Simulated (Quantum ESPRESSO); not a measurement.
CdS (Hawleyite):

```xyz
2
Lattice="0.0000 2.9165 2.9165 2.9165 0.0000 2.9165 2.9165 2.9165 0.0000" Properties=species:S:1:pos:R:3 pbc="T T T"
Cd    0.0000    0.0000    0.0000
S     4.3748    4.3748    4.3748
```

- Program: Quantum ESPRESSO 7.5
- Task: phonons
- Functional: PBE
- Potentials or basis: SG15 PBE 1.2
- Cutoff: 952 eV
- Density cutoff: 3810 eV
- k mesh: 4 × 4 × 4, shifted
- Occupations: fermi-dirac, width 0.05 eV
- Spin: no spin polarisation
- Mixing beta: 0.5
- Most SCF iterations: 120
- SCF threshold: 4e-10 Ry

The first run showed a gap, so the response started from a second, tighter run with fixed occupations.

Problem. How polar is the lattice: what are the Born charges, the two dielectric constants and the LO-TO splitting?

Solution. Born charges ±2.18 e; dielectric constants 6.18 (electrons alone) and 9.51 (static); transverse and longitudinal modes at 238 and 296 cm⁻¹.

Caveat: the mesh is thin for the dielectric tensor, Born charges and intensities, which usually come out too large; the cell is more than 3 GPa from zero pressure, which shifts response properties.
